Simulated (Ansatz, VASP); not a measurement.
## One calculation of BN, two programs

```
B N
1.0
     2.50710    0.00000    0.00000
    -1.25355    2.17121    0.00000
     0.00000    0.00000    6.55732
B N
2 2
Cartesian
  0.0000 1.4475 1.6393
  1.2536 0.7237 4.9180
  1.2536 0.7237 1.6393
  0.0000 1.4475 4.9180
```

Alike in both runs: functional PBE; dispersion D4; k mesh 12 × 12 × 4; no spin polarisation.

Ansatz relaxed the structure, and its values are those at the end. VASP's run is a single point on that final structure, the one shown.

|  | VASP | Ansatz |
| --- | --- | --- |
| version | VASP 6.6.1 | Ansatz 0.2.0 |
| potentials or method | VASP PAW PBE potentials, release 64 (B, N) | scalar-relativistic, plane waves, PAW |
| plane-wave cutoff (eV) | 520 | 560 |
| occupations | gaussian, width 0.01 eV | fixed |
| valence electrons in the cell | 16 | 16 |

```tsv
	VASP	Ansatz	Ansatz less VASP
gap on the k mesh at the Fermi level (eV)	4.24	4.25	+0.007
least direct gap on the mesh (eV)	4.63	4.63	+0.003
pressure (GPa)	0.0	0.0	-0.05
dispersion energy (meV/atom)	-162.6	-162.6	-0.07
```

A k mesh can miss the band edges. A hybrid or GW would open this gap; PBE tends to underestimate it.
